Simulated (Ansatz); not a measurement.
The system is InPd.

```
CELL_PARAMETERS angstrom
3.27188 0.00000 0.00000
0.00000 3.27188 0.00000
0.00000 0.00000 3.27188
ATOMIC_POSITIONS crystal
In 0.00000 0.00000 0.00000
Pd 0.50000 0.50000 0.50000
```

The cell comes from a database or a generator and needn't be the stable form of this composition.

Base run:

```yaml
Program: Ansatz 0.2.0
Functional: PBEsol
Potentials_or_basis: all-electron LAPW, non-relativistic
Cutoff: 251 eV (chosen from the basis error)
Basis_error_allowed: 0.001 eV/atom
k_mesh: 8 × 8 × 8
Occupations: fermi-dirac, width 0.05 eV
Spin: no spin polarisation
```

Its results: pressure 2.0 GPa.

The run is repeated on the same cell with these changes: potentials or basis from all-electron LAPW, non-relativistic to all-electron LAPW, scalar-relativistic; k mesh from 8 × 8 × 8 to 6 × 6 × 6. What comes out?

Pressure -2.7 GPa.

Caveats: relativity is left out, which matters for the heavier elements (some runs); the k mesh is thin for a metal, which can move the energy by tens of meV per atom (some runs).
